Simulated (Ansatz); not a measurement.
# Ga2O3 (C2/m): the host for defect calculations, part 2 of 2

Aim: the runs on the perfect crystal Ga2O3 (C2/m) that a defect calculation needs first.

Ansatz 0.2.0; plane-wave PAW DFT, r2SCAN; relaxation of the host's cell and atoms; PAW set soft_1 (the session's first sound run).

So far. Step 3 (Dielectric tensors of the host): The principal values of the electronic dielectric tensor are 4.07, 4.18 and 4.18. The principal values of the static dielectric tensor are 10.77, 10.83 and 13.87.

### Step 4. Defect free supercell relaxed in its symmetry

This cell, the one that will hold the defects, is built from the relaxed host. Its coarser k-points can move the atoms a little, so it is relaxed from the symmetric sites, as the reference for the test of stability.

This step: plane-wave PAW DFT, r2SCAN; relaxation of the defect-free supercell in its symmetry; PAW set soft_1 (Ansatz 0.2.0).

System of this step: Ga2O3 (C2/m). The cell holds 120 atoms: 48 Ga and 72 O. Its edges and angles: a = 12.253 Å, b = 9.117 Å, c = 11.616 Å, α = 90.0°, β = 103.8°, γ = 90.0°.

Contents of pristine.symmetric/input.yaml:

```yaml
crystal:
  lattice:
    - [12.2531908311, 0.0, -0.0052300931]
    - [0.0, 9.1168828725, 0.0]
    - [-2.7669245884, 0.0, 11.2819048424]
  atoms:
    - { symbol: Ga, position: [0.3412914738, 0.0, 0.3427727843] }
    - { symbol: Ga, position: [0.8412914738, 0.1666666667, 0.3427727843] }
    - { symbol: Ga, position: [0.1587085262, 0.1666666667, 0.1572272157] }
    - { symbol: Ga, position: [0.6587085262, 0.0, 0.1572272157] }
    - { symbol: Ga, position: [0.4094760976, 0.1666666667, 0.102596351] }
    - { symbol: Ga, position: [0.9094760976, 0.0, 0.102596351] }
    - { symbol: Ga, position: [0.0905239024, 0.0, 0.397403649] }
    - { symbol: Ga, position: [0.5905239024, 0.1666666667, 0.397403649] }
    - { symbol: O, position: [0.0037459962, 0.1666666667, 0.3719018472] }
    - { symbol: O, position: [0.5037459962, 0.0, 0.3719018472] }
    - { symbol: O, position: [0.4962540038, 0.0, 0.1280981528] }
    - { symbol: O, position: [0.9962540038, 0.1666666667, 0.1280981528] }
    - { symbol: O, position: [0.3266685284, 0.1666666667, 0.2182381241] }
    - { symbol: O, position: [0.8266685284, 0.0, 0.2182381241] }
    - { symbol: O, position: [0.1733314716, 0.0, 0.2817618759] }
    - { symbol: O, position: [0.6733314716, 0.1666666667, 0.2817618759] }
    - { symbol: O, position: [0.1641900411, 0.0, 0.054559231] }
    - { symbol: O, position: [0.6641900411, 0.1666666667, 0.054559231] }
    - { symbol: O, position: [0.3358099589, 0.1666666667, 0.445440769] }
    - { symbol: O, position: [0.8358099589, 0.0, 0.445440769] }
    - { symbol: Ga, position: [0.3412914738, 0.0, 0.8427727843] }
    - { symbol: Ga, position: [0.8412914738, 0.1666666667, 0.8427727843] }
    - { symbol: Ga, position: [0.1587085262, 0.1666666667, 0.6572272157] }
    - { symbol: Ga, position: [0.6587085262, 0.0, 0.6572272157] }
    - { symbol: Ga, position: [0.4094760976, 0.1666666667, 0.602596351] }
    - { symbol: Ga, position: [0.9094760976, 0.0, 0.602596351] }
    - { symbol: Ga, position: [0.0905239024, 0.0, 0.897403649] }
    - { symbol: Ga, position: [0.5905239024, 0.1666666667, 0.897403649] }
    - { symbol: O, position: [0.0037459962, 0.1666666667, 0.8719018472] }
    - { symbol: O, position: [0.5037459962, 0.0, 0.8719018472] }
[... 84 atom lines left out ...]
    - { symbol: O, position: [0.1733314716, 0.6666666667, 0.7817618759] }
    - { symbol: O, position: [0.6733314716, 0.8333333333, 0.7817618759] }
    - { symbol: O, position: [0.1641900411, 0.6666666667, 0.554559231] }
    - { symbol: O, position: [0.6641900411, 0.8333333333, 0.554559231] }
    - { symbol: O, position: [0.3358099589, 0.8333333333, 0.945440769] }
    - { symbol: O, position: [0.8358099589, 0.6666666667, 0.945440769] }
basis:
  ecutwfc: 500
  xc_grid: 2
hamiltonian:
  xc: r2scan
  pseudopotentials: { kind: paw, azcp: { folder: soft_1 } }
kpoints:
  mp_grid: { grid: [1, 1, 1] }
scf:
  occupations: { method: fermi_dirac, width: 0.01 }
  max_iter: 100
  lower_state_search: "off"
output:
  forces: true
relax:
  f_tol: 0.015
  max_steps: 60
  escape_saddle: false
checkpoint:
  write: "../pristine.symmetric.run"
  compress: false
  write_wavefunctions: false
  write_every: 100000
```

The run is started by

```
$ ansatz run input.yaml --threads 32 --pin off --max-ram 84787MiB --backend cuda --events-out ev --progress --plain --runs-dir out --max-vram 78GiB
```

Numbers of over 12 decimals in the logs are rounded to 6 here.

Output:

```text
[...]
Crystal: 120 atoms, lattice volume = 1260.180 Å³
Basis set: ecut = 500 eV, 32007 PW (Γ), exchange–correlation on 180×144×180 points (8 copies of the dense FFT grid, shifted against one another)
Bands: 648, of which v1, the nominal top of the filled ones, is band 528 counted from 1 (527 counted from 0)
Symmetry: 48 space group operations
[...]
k-points: 1
[...]
SCF iter   1: F=-222908.696957 eV  HF=-222958.150450 eV  |Δ(HF+E_count)|=         —  Δρ=1.32e-1  dr2=1.06e2  dr2_τ=7.99e0  Hψ=2439
[...]
SCF iter   4: F=-222932.849305 eV  HF=-222932.754993 eV  |Δ(HF+E_count)|=   7.00e-1  Δρ=4.76e-3  dr2=1.94e-1  dr2_τ=1.20e-2  Hψ=1002
[...]
SCF iter   9: F=-222932.911564 eV  HF=-222932.911565 eV  |Δ(HF+E_count)|=   1.61e-7  Δρ=1.26e-5  dr2=1.44e-6  dr2_τ=1.17e-7  Hψ=2138
SCF 1 converged in 9 iterations: F = -222932.911564 eV  dr2 = 1.44e-6
[...]
relax step   1: F+E_penalty+E_count = -222932.91156429 eV  Δ(F+E_penalty+E_count) = +0.000e0 eV  max|allowed force component| = 2.315e-2 eV/Å  Δτ_max = 0.0000 Å  (9 SCF iters, dr2 threshold 5.63e-6 eV, accepted)
[...]
relax step   2: F+E_penalty+E_count = -222932.91276232 eV  Δ(F+E_penalty+E_count) = -1.198e-3 eV  max|allowed force component| = 1.579e-2 eV/Å  Δτ_max = 0.0021 Å  (6 SCF iters, accepted)
[...]
SCF iter   1: F=-222932.910872 eV  HF=-222932.910553 eV  |Δ(HF+E_count)|=         —  Δρ=3.32e-4  dr2=5.00e-4  dr2_τ=9.15e-3  Hψ=1251
[...]
SCF iter   2: F=-222932.909640 eV  HF=-222932.909658 eV  |Δ(HF+E_count)|=   8.95e-4  Δρ=1.67e-4  dr2=1.58e-4  dr2_τ=1.04e-5  Hψ=1243
[...]
SCF iter   6: F=-222932.913555 eV  HF=-222932.913556 eV  |Δ(HF+E_count)|=   1.42e-7  Δρ=1.61e-6  dr2=2.60e-8  dr2_τ=1.61e-9  Hψ=1906
SCF 3 converged in 6 iterations: F = -222932.913555 eV  dr2 = 2.60e-8
relax step   3: F+E_penalty+E_count = -222932.91355549 eV  Δ(F+E_penalty+E_count) = -7.932e-4 eV  max|allowed force component| = 6.292e-3 eV/Å  Δτ_max = 0.0023 Å  (6 SCF iters, accepted)
[...]
SCF iter   1: F=-222932.913555 eV  HF=-222932.913555 eV  |Δ(HF+E_count)|=         —  Δρ=1.61e-6  dr2=2.60e-8  dr2_τ=1.61e-9  Hψ=2567
[...]
SCF iter   2: F=-222932.913555 eV  HF=-222932.913555 eV  |Δ(HF+E_count)|=   5.47e-9  Δρ=6.51e-7  dr2=7.08e-9  dr2_τ=3.89e-10  Hψ=1680
SCF 4 converged in 2 iterations: F = -222932.913555 eV  dr2 = 7.08e-9
SCF converged after 2 iterations
Free energy (F): -222932.913555 eV
[...]
Internal energy: -222932.913555 eV  (E = F + TS)
E sigma→0 (E₀):  -222932.913555 eV
Fermi energy:    9.187107 eV
[...]
--- Forces (eV/Å), atoms counted from 1 ---
  atom   1  Ga    -0.00575980    -0.00000000     0.00432374
  atom   2  Ga    -0.00575980    -0.00000000     0.00432374
  atom   3  Ga     0.00575980     0.00000000    -0.00432374
  atom   4  Ga     0.00575980     0.00000000    -0.00432374
  atom   5  Ga     0.00285578    -0.00000000     0.00030661
  atom   6  Ga     0.00285578     0.00000000     0.00030661
  [... 114 more lines of this table ...]
  max |Σ_I F_I| component: 7.81e-18 eV/Å
--- Relaxed structure (3 steps of the walk, 3 accepted, 0 SCFs on fresh bases) ---
  F+E_penalty+E_count = -222932.91355549 eV   max|allowed force component| = 6.292e-3 eV/Å
  atoms:
    - { symbol: Ga, position: [0.341344, 0, 0.342737] }
    - { symbol: Ga, position: [0.841344, 0.166667, 0.342737] }
    - { symbol: Ga, position: [0.158656, 0.166667, 0.157263] }
    - { symbol: Ga, position: [0.658656, 0, 0.157263] }
    - { symbol: Ga, position: [0.409527, 0.166667, 0.102585] }
    - { symbol: Ga, position: [0.909527, 0, 0.102585] }
  [... 114 more lines of this table ...]
```

Run time: 4.2 s. Hardware: 1 × NVIDIA GB200 with 32 threads of Arm Neoverse V2, shared host; peak memory 1.3 GiB.

Hardly anything moved in the relaxation; the energy changed by under 0.2 meV an atom.

### Step 5. Defect free supercell relaxed from displaced atoms

This step: plane-wave PAW DFT, r2SCAN; relaxation of the defect-free supercell from random displacements, a test of the host's stability; PAW set soft_1 (Ansatz 0.2.0).

pristine.rattled/input.yaml, as its differences from pristine.symmetric/input.yaml of step 4:

```diff
@@ -59,6 +59,6 @@
   f_tol: 0.015
-  max_steps: 60
-  escape_saddle: false
+  max_steps: 120
+  random_displacement: { amplitude: 0.06, seed: 3552 }
 checkpoint:
-  write: "../pristine.symmetric.run"
+  write: "../pristine.rattled.run"
   compress: false
```

Output:

```text
[...]
Crystal: 120 atoms, lattice volume = 1260.180 Å³
Basis set: ecut = 500 eV, 32007 PW (Γ), exchange–correlation on 180×144×180 points (8 copies of the dense FFT grid, shifted against one another)
Bands: 648, of which v1, the nominal top of the filled ones, is band 528 counted from 1 (527 counted from 0)
Symmetry: 1 space group operations
k-points: 1
[...]
SCF iter   1: F=-222903.883032 eV  HF=-222954.278530 eV  |Δ(HF+E_count)|=         —  Δρ=1.32e-1  dr2=1.07e2  dr2_τ=8.13e0  Hψ=2440
[...]
SCF iter   3: F=-222927.676660 eV  HF=-222929.362605 eV  |Δ(HF+E_count)|=    3.53e0  Δρ=1.68e-2  dr2=2.45e0  dr2_τ=1.12e-1  Hψ=1064
[...]
SCF 1 converged in 9 iterations: F = -222928.831896 eV  dr2 = 1.78e-6
[...]
relax step   1: F+E_penalty+E_count = -222928.83189552 eV  Δ(F+E_penalty+E_count) = +0.000e0 eV  max|allowed force component| = 2.514e0 eV/Å  Δτ_max = 0.0000 Å  (9 SCF iters, dr2 threshold 5.63e-6 eV, accepted)
[...]
relax step   2: F+E_penalty+E_count = -222931.62426115 eV  Δ(F+E_penalty+E_count) = -2.792e0 eV  max|allowed force component| = 1.472e0 eV/Å  Δτ_max = 0.0764 Å  (6 SCF iters, dr2 threshold 1.00e-4 eV, accepted)
relax step   3: F+E_penalty+E_count = -222932.91183646 eV  Δ(F+E_penalty+E_count) = -1.288e0 eV  max|allowed force component| = 3.108e-2 eV/Å  Δτ_max = 0.0740 Å  (6 SCF iters, dr2 threshold 1.00e-4 eV, accepted)
relax step   4: F+E_penalty+E_count = -222932.91186921 eV  Δ(F+E_penalty+E_count) = -3.275e-5 eV  max|allowed force component| = 3.113e-2 eV/Å  Δτ_max = 0.0000 Å  (5 SCF iters, accepted)
[...]
SCF iter   2: F=-222932.909040 eV  HF=-222932.909259 eV  |Δ(HF+E_count)|=   1.39e-3  Δρ=5.48e-4  dr2=1.22e-3  dr2_τ=3.82e-5  Hψ=1193
[...]
SCF iter   7: F=-222932.913692 eV  HF=-222932.913692 eV  |Δ(HF+E_count)|=   9.28e-9  Δρ=2.49e-6  dr2=5.51e-8  dr2_τ=5.32e-9  Hψ=1911
SCF 5 converged in 7 iterations: F = -222932.913692 eV  dr2 = 5.51e-8
relax step   5: F+E_penalty+E_count = -222932.91369228 eV  Δ(F+E_penalty+E_count) = -1.823e-3 eV  max|allowed force component| = 2.516e-3 eV/Å  Δτ_max = 0.0058 Å  (7 SCF iters, accepted)
[...]
SCF iter   1: F=-222932.913692 eV  HF=-222932.913692 eV  |Δ(HF+E_count)|=         —  Δρ=2.49e-6  dr2=5.52e-8  dr2_τ=5.33e-9  Hψ=2511
[...]
SCF iter   2: F=-222932.913692 eV  HF=-222932.913692 eV  |Δ(HF+E_count)|=   1.60e-8  Δρ=8.49e-7  dr2=7.94e-9  dr2_τ=8.43e-10  Hψ=1705
SCF 6 converged in 2 iterations: F = -222932.913692 eV  dr2 = 7.94e-9
SCF converged after 2 iterations
Free energy (F): -222932.913692 eV
[...]
Internal energy: -222932.913692 eV  (E = F + TS)
E sigma→0 (E₀):  -222932.913692 eV
Fermi energy:    9.187161 eV
[...]
--- Forces (eV/Å), atoms counted from 1 ---
  atom   1  Ga    -0.00073510     0.00097809    -0.00091532
  atom   2  Ga     0.00039082    -0.00119313     0.00016234
  atom   3  Ga     0.00045194    -0.00099671    -0.00074302
  atom   4  Ga     0.00182285    -0.00055207     0.00182963
  atom   5  Ga     0.00004037    -0.00006194    -0.00056610
  atom   6  Ga     0.00141674     0.00013363     0.00109835
  [... 114 more lines of this table ...]
  max |Σ_I F_I| component: 4.50e-3 eV/Å
--- Relaxed structure (5 steps of the walk, 5 accepted, 0 SCFs on fresh bases) ---
  F+E_penalty+E_count = -222932.91369228 eV   max|allowed force component| = 2.516e-3 eV/Å
  atoms:
    - { symbol: Ga, position: [0.340928, -0.000461, 0.343018] }
    - { symbol: Ga, position: [0.840919, 0.166239, 0.342997] }
    - { symbol: Ga, position: [0.158373, 0.166202, 0.157401] }
    - { symbol: Ga, position: [0.658354, -0.000463, 0.157372] }
    - { symbol: Ga, position: [0.409232, 0.166202, 0.102847] }
    - { symbol: Ga, position: [0.909222, -0.000466, 0.102833] }
  [... 114 more lines of this table ...]
```

The job ended after 6.2 s (1 × NVIDIA GB200 with 32 threads; peak memory 1.3 GiB).

Relaxation path:

| step | energy less that of the first step (eV) | largest force component (eV/Å) |
| --- | --- | --- |
| 1 | 0.0000 | 2.5143 |
| 2 | -2.7924 | 1.4724 |
| 3 | -4.0799 | 0.0311 |
| 4 | -4.0800 | 0.0311 |
| 5 | -4.0818 | 0.0025 |

The relaxation ends 34 meV an atom lower than the displaced start, with a largest force component of 0.0025 eV/Å.

### Step 6. Host on a dense mesh

This step: plane-wave PAW DFT, r2SCAN; single point of the defect-free host, a test of the k-point sampling; PAW set soft_1 (Ansatz 0.2.0).

System of this step: Ga2O3 (C2/m). Symmetry: C2/m, No. 12, monoclinic system. The conventional cell has a = 12.253 Å, b = 3.039 Å, c = 5.808 Å, α = 90.00°, β = 103.80°, γ = 90.00°. Nearest to Ga lie 6 O at 1.94 to 2.08 Å. Nearest to Ga lie 4 O at 1.83 to 1.87 Å. Nearest to O lie 3 Ga at 1.84 to 1.94 Å. O has 4 Ga at 1.87 to 2.08 Å nearest. Nearest to O lie 3 Ga at 1.83 to 1.94 Å. Farther neighbours and most contacts between anions are not listed.

Contents of dense/input.yaml:

```yaml
crystal:
  lattice:
    - [6.1265954155, -1.5194804787, -0.0026150466]
    - [6.1265954155, 1.5194804787, -0.0026150466]
    - [-1.3834622942, 0.0, 5.6409524212]
  atoms:
    - { symbol: Ga, position: [0.3412914738, 0.3412914738, 0.6855455686] }
    - { symbol: Ga, position: [0.6587085262, 0.6587085262, 0.3144544314] }
    - { symbol: Ga, position: [0.9094760976, 0.9094760976, 0.2051927019] }
    - { symbol: Ga, position: [0.0905239024, 0.0905239024, 0.7948072981] }
    - { symbol: O, position: [0.5037459962, 0.5037459962, 0.7438036944] }
    - { symbol: O, position: [0.4962540038, 0.4962540038, 0.2561963056] }
    - { symbol: O, position: [0.8266685284, 0.8266685284, 0.4364762482] }
    - { symbol: O, position: [0.1733314716, 0.1733314716, 0.5635237518] }
    - { symbol: O, position: [0.1641900411, 0.1641900411, 0.1091184621] }
    - { symbol: O, position: [0.8358099589, 0.8358099589, 0.8908815379] }
basis:
  ecutwfc: 500
  xc_grid: 2
hamiltonian:
  xc: r2scan
  pseudopotentials: { kind: paw, azcp: { folder: soft_1 } }
kpoints:
  mp_grid: { grid: [9, 9, 5] }
scf:
  occupations: { method: fermi_dirac, width: 0.01 }
  max_iter: 100
  lower_state_search: "off"
checkpoint:
  write: "../dense.run"
  compress: false
  write_wavefunctions: false
  write_every: 100000
```

Output:

```text
[...]
device memory: the entry about to start is reckoned to put 11.0 GiB on a device that reports 168.8 GiB free (of which the cap on the GPU budget leaves the run 78.0 GiB)
GPU FFT provider: cuFFT
GPU libraries: cuBLAS 13.8.1, cuFFT 12.4.0, cuSOLVER 12.3.2
GPU matrix products: emulated (plane waves: as basis.precision tells), large ones in fixed point in workspaces of 1.00 GiB
Crystal: 10 atoms, lattice volume = 105.015 Å³
Basis set: ecut = 500 eV, 2667 PW (Γ), FFT grids on a1−a2, a2, a3, exchange–correlation on 48×96×90 points (8 copies of the dense FFT grid, shifted against one another)
Bands: 54, of which v1, the nominal top of the filled ones, is band 44 counted from 1 (43 counted from 0)
Symmetry: 4 space group operations
[...]
k-points: 115 of 405
[...]
GPU buffer pool allocated for 51840 grid points (all kernels)
GPU transforms: local potential: pruned to the plane-wave sphere, on 24×45×45; band sums: pruned to the plane-wave sphere, on 24×48×45
[...]
SCF iter   1: F=-18575.891861 eV  HF=-18579.957279 eV  |Δ(HF+E_count)|=         —  Δρ=1.31e-1  dr2=8.72e0  dr2_τ=6.54e-1  Hψ=22151
[...]
SCF iter  10: F=-18577.871086 eV  HF=-18577.871086 eV  |Δ(HF+E_count)|=   2.53e-8  Δρ=6.68e-6  dr2=3.19e-8  dr2_τ=2.63e-9  Hψ=14499
SCF 1 converged in 10 iterations: F = -18577.871086 eV  dr2 = 3.19e-8
[...]
SCF converged after 10 iterations
Free energy (F): -18577.871086 eV
[...]
Internal energy: -18577.871086 eV  (E = F + TS)
E sigma→0 (E₀):  -18577.871086 eV
Fermi energy:    9.184432 eV
[...]
```

Elapsed: 2.4 s, on 1 × NVIDIA GB200 with 32 threads; peak memory 1.1 GiB.

### Step 7. Defect free supercell at the zone centre

The supercell is run at the zone centre, to see how far that sampling misses the dense mesh.

System of this step: Ga2O3 (C2/m). The cell holds 120 atoms: 48 Ga and 72 O. Cell: a = 12.253 Å, b = 9.117 Å, c = 11.616 Å, α = 90.0°, β = 103.8°, γ = 90.0°.

pristine.sampling_gamma/input.yaml, as its differences from pristine.rattled/input.yaml of step 5:

```diff
@@ -55,10 +55,4 @@
   lower_state_search: "off"
-output:
-  forces: true
-relax:
-  f_tol: 0.015
-  max_steps: 120
-  random_displacement: { amplitude: 0.06, seed: 3552 }
 checkpoint:
-  write: "../pristine.rattled.run"
+  write: "../pristine.sampling_gamma.run"
   compress: false
```

Output:

```text
[...]
GPU FFT provider: cuFFT
GPU libraries: cuBLAS 13.8.1, cuFFT 12.4.0, cuSOLVER 12.3.2
[...]
Crystal: 120 atoms, lattice volume = 1260.180 Å³
Basis set: ecut = 500 eV, 32007 PW (Γ), exchange–correlation on 180×144×180 points (8 copies of the dense FFT grid, shifted against one another)
Bands: 648, of which v1, the nominal top of the filled ones, is band 528 counted from 1 (527 counted from 0)
Symmetry: 48 space group operations
[...]
k-points: 1
[...]
GPU buffer pool allocated for 583200 grid points (all kernels)
GPU transforms: local potential and band sums: pruned to the plane-wave sphere, on 90×72×90
[...]
SCF iter   1: F=-222908.696953 eV  HF=-222958.150455 eV  |Δ(HF+E_count)|=         —  Δρ=1.32e-1  dr2=1.06e2  dr2_τ=7.99e0  Hψ=2439
[...]
SCF iter  11: F=-222932.911565 eV  HF=-222932.911565 eV  |Δ(HF+E_count)|=   2.53e-7  Δρ=2.34e-6  dr2=5.34e-8  dr2_τ=5.23e-9  Hψ=1679
SCF 1 converged in 11 iterations: F = -222932.911565 eV  dr2 = 5.34e-8
[...]
SCF converged after 11 iterations
Free energy (F): -222932.911565 eV
[...]
Internal energy: -222932.911565 eV  (E = F + TS)
E sigma→0 (E₀):  -222932.911565 eV
Fermi energy:    9.186036 eV
[...]
```

Elapsed: 2.1 s, on 1 × NVIDIA GB200 with 32 threads; peak memory 1.3 GiB; 4.4 s of CPU time.

### Step 8. Defect free supercell at the quarter point

The supercell is run at one point off the zone centre, to see how far that sampling misses the dense mesh.

pristine.sampling_quarter/input.yaml, as its differences from pristine.sampling_gamma/input.yaml of step 7:

```diff
@@ -50,3 +50,3 @@
 kpoints:
-  mp_grid: { grid: [1, 1, 1] }
+  mp_grid: { grid: [1, 1, 1], shift: [0.25, 0.25, 0.25] }
 scf:
@@ -56,3 +56,3 @@
 checkpoint:
-  write: "../pristine.sampling_gamma.run"
+  write: "../pristine.sampling_quarter.run"
   compress: false
```

Output:

```text
[...]
GPU FFT provider: cuFFT
GPU libraries: cuBLAS 13.8.1, cuFFT 12.4.0, cuSOLVER 12.3.2
[...]
Crystal: 120 atoms, lattice volume = 1260.180 Å³
Basis set: ecut = 500 eV, 32007 PW (Γ), exchange–correlation on 180×144×180 points (8 copies of the dense FFT grid, shifted against one another)
Bands: 648, of which v1, the nominal top of the filled ones, is band 528 counted from 1 (527 counted from 0)
Symmetry: 24 space group operations
k-points: 1
[...]
GPU buffer pool allocated for 583200 grid points (all kernels)
[...]
SCF iter   1: F=-222910.753962 eV  HF=-222959.488676 eV  |Δ(HF+E_count)|=         —  Δρ=1.31e-1  dr2=1.05e2  dr2_τ=7.83e0  Hψ=2175
[...]
SCF iter  11: F=-222934.473107 eV  HF=-222934.473107 eV  |Δ(HF+E_count)|=   2.10e-7  Δρ=2.36e-6  dr2=5.37e-8  dr2_τ=5.49e-9  Hψ=1637
SCF 1 converged in 11 iterations: F = -222934.473107 eV  dr2 = 5.37e-8
[...]
SCF converged after 11 iterations
Free energy (F): -222934.473107 eV
[...]
Internal energy: -222934.473107 eV  (E = F + TS)
E sigma→0 (E₀):  -222934.473107 eV
Fermi energy:    9.592186 eV
[...]
```

Run time: 2 s. Hardware: 1 × NVIDIA GB200 with 32 threads; peak memory 1.5 GiB.

### Step 9. Summary of results

```json
{
 "primitive cell vectors, lengths": "6.312, 6.312, 5.808 Å",
 "electronic dielectric constant": "principal values (4.07, 4.18, 4.18)",
 "static dielectric constant": "principal values (10.77, 10.83, 13.87)",
 "gap on the k-mesh of the response run (PBEsol)": "2.29 eV",
 "supercell relaxed in its symmetry less the displaced and relaxed one": "0.000 eV",
 "energy an atom at the zone centre alone less that on the dense mesh": "0.013 eV",
 "energy an atom at one point at (¼, ¼, ¼) less that on the dense mesh": "0.000 eV"
}
```

In words: Step 5: The energy fell by 4.082 eV from the randomly displaced start; the atoms end within 0.005 Å of the sites as typed, once the mean shift is taken out. The displaced cell ends within 0.01 eV of the symmetric one relaxed in its symmetry, so no lower structure shows in this supercell. The k-mesh can miss the band edges, so this gap is an upper bound at this level. All at zero temperature.

[Logs are printed without paths, hosts, clocks, repeated set-up lines and the standing remarks that a program may print on its own settings, such as how far it seeks lower states.]

[Hosts, paths, dates, database ids (printed as entryN), source tags and the programs' standing remarks are cut or masked in the printed files.]

[Runs of the host that timed out are not shown.]

[For some hosts the program warned that the k-mesh of the response run may be too coarse for force constants and the static dielectric constant; such warnings are not always shown.]

[The program warned that the k-mesh of a response run behind this text may be too coarse: force constants, and the static dielectric constant and all else formed from them, are not shown converged.]
